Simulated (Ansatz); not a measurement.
Start from CsPbI3 in the cubic perovskite structure (space group Pm-3m, No. 221; a = 6.3327 Å). Axes: x, y, z lie along the cube axes.

Method: Kohn–Sham DFT with the r2SCAN functional, run in Ansatz (a first-principles code) with PAW and 500 eV plane waves, no SOC.

Strains are applied to the cell and any free atomic positions relax; under biaxial strain the out-of-plane vector relaxes too.

One change was made to it. Results:

The band gap falls by 0.058 eV to 1.65 eV; the pressure (mean of the normal stresses, compression positive) goes from zero to 1.4 kbar; the volume per atom decreases by 0.41 Å³ to 50.38 Å³.

Question: Which of these changes matches the shifts?
A) uniaxial strain ε_zz = +2.57 %
B) isotropic strain −4.98 %
C) biaxial strain −0.72 %, plane normal [110], relaxed out of plane
D) isotropic strain −3.09 %
E) isotropic strain −0.44 %

Answer: C, biaxial strain −0.72 %, plane normal [110], relaxed out of plane. For comparison, the volume per atom in the other runs: isotropic strain −3.09 % gives 46.23 Å³; uniaxial strain ε_zz = +2.57 % gives 52.10 Å³; isotropic strain −0.44 % gives 50.12 Å³; isotropic strain −4.98 % gives 43.57 Å³.

Spin-orbit coupling, missing from the scalar runs, can matter with I and Pb. Stability against distortions was not tested. Many cubic perovskites are stable only at high temperature; tilts and polar distortions were not tested. This is not the structure that CsPbI3 has at room temperature and ambient pressure.
